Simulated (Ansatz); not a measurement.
Wires are cut from relaxed bulk SnO2 (P4_2/mnm, 12.58 Å³/atom, gap on the mesh 0.68 eV); atoms and period are relaxed, and energies count from that bulk.

Computed with Ansatz 0.2.0, DFT PBE, scalar-relativistic, plane waves, PAW.

Cutoff 420 eV; k points 1×1×10 on the computed 30-atom cell (Γ-centred); Gaussian smearing, width 0.05 eV; no spin polarisation.

Start ([001] wire, 30 host atoms a period):

```yaml
crystal:
  lattice:
    - [20.50000, 0.00000, 0.00000]
    - [0.00000, 20.80000, 0.00000]
    - [0.00000, 0.00000, 3.23807]
  atoms:
    - { symbol: Sn, position: [0.26452, 0.26791, 0.00000] }
    - { symbol: Sn, position: [0.26452, 0.50000, 0.00000] }
    - { symbol: Sn, position: [0.50000, 0.26791, 0.00000] }
    - { symbol: Sn, position: [0.50000, 0.50000, 0.00000] }
    - { symbol: Sn, position: [0.50000, 0.73209, 0.00000] }
    - { symbol: Sn, position: [0.73548, 0.50000, 0.00000] }
    - { symbol: Sn, position: [0.38226, 0.38396, 0.50000] }
    - { symbol: Sn, position: [0.38226, 0.61604, 0.50000] }
    - { symbol: Sn, position: [0.61774, 0.38396, 0.50000] }
    - { symbol: Sn, position: [0.61774, 0.61604, 0.50000] }
    - { symbol: O, position: [0.33670, 0.33906, 0.00000] }
    - { symbol: O, position: [0.33670, 0.57115, 0.00000] }
    - { symbol: O, position: [0.57219, 0.33906, 0.00000] }
    - { symbol: O, position: [0.57219, 0.57115, 0.00000] }
    - { symbol: O, position: [0.31007, 0.22301, 0.50000] }
    - { symbol: O, position: [0.31007, 0.45510, 0.50000] }
    - { symbol: O, position: [0.54556, 0.22301, 0.50000] }
    - { symbol: O, position: [0.54556, 0.45510, 0.50000] }
    - { symbol: O, position: [0.54556, 0.68719, 0.50000] }
    - { symbol: O, position: [0.78104, 0.45510, 0.50000] }
    - { symbol: O, position: [0.42781, 0.42885, 0.00000] }
    - { symbol: O, position: [0.42781, 0.66094, 0.00000] }
    - { symbol: O, position: [0.66330, 0.42885, 0.00000] }
    - { symbol: O, position: [0.66330, 0.66094, 0.00000] }
    - { symbol: O, position: [0.21896, 0.31281, 0.50000] }
    - { symbol: O, position: [0.21896, 0.54490, 0.50000] }
    - { symbol: O, position: [0.45444, 0.31281, 0.50000] }
    - { symbol: O, position: [0.45444, 0.54490, 0.50000] }
    - { symbol: O, position: [0.45444, 0.77699, 0.50000] }
    - { symbol: O, position: [0.68993, 0.54490, 0.50000] }
```

Task: What does the relaxation give?

Result: The free energy falls by 84 meV/atom. It ends far from its start (an atom moved by over half a bond, or the period changed much).

| Item | Value |
| --- | --- |
| excess energy (eV per host atom) | 0.272 |
| line energy (eV/Å) | 2.609 |
| period (Å) | 3.123 |
| gap on the mesh (eV) | 0.15 |

Relaxed structure:
```xyz
30
Lattice="20.5000 0.0000 0.0000 0.0000 20.8000 0.0000 0.0000 0.0000 3.1233" Properties=species:S:1:pos:R:3 pbc="T T T"
Sn    6.1860    5.1507    0.0000
Sn    5.2550   10.7338    0.0000
Sn    9.8211    5.4521    0.0000
Sn   10.2262   10.5063    0.0000
Sn   10.3294   15.4122    0.0000
Sn   15.0303   10.0690    0.0000
Sn    7.7151    8.1684    1.5616
Sn    7.8931   12.9867    1.5616
Sn   12.3462    7.8393    1.5616
Sn   12.8082   12.8535    1.5616
O     6.7513    7.2359    0.0000
O     6.6847   12.3406    0.0000
O    11.7297    6.6791    0.0000
O    11.7218   11.8402    0.0000
O     7.5572    4.7460    1.5616
O     6.1965    9.6821    1.5616
O    10.4760    4.4035    1.5616
O    11.0610    9.4172    1.5616
O    11.1370   14.2764    1.5616
O    16.1102    9.4242    1.5616
O     8.5959    9.2408    0.0000
O     8.5193   14.1800    0.0000
O    13.5456    8.5266    0.0000
O    13.6522   13.7419    0.0000
O     4.9122    5.1294    1.5616
O     4.1628   11.3464    1.5616
O     9.3357    6.8594    1.5616
O     9.2618   11.5343    1.5616
O     9.8635   16.5843    1.5616
O    14.1328   11.1575    1.5616
```

Gaps under about 0.2 eV rest on few k points and may close between them. Each run keeps its start's symmetry and one magnetic start, so lower states can exist.

The run took 20 min on 4 threads of Intel(R) Xeon(R) Platinum 8488C (Sapphire Rapids) (shared host), peak memory 4.4 GiB.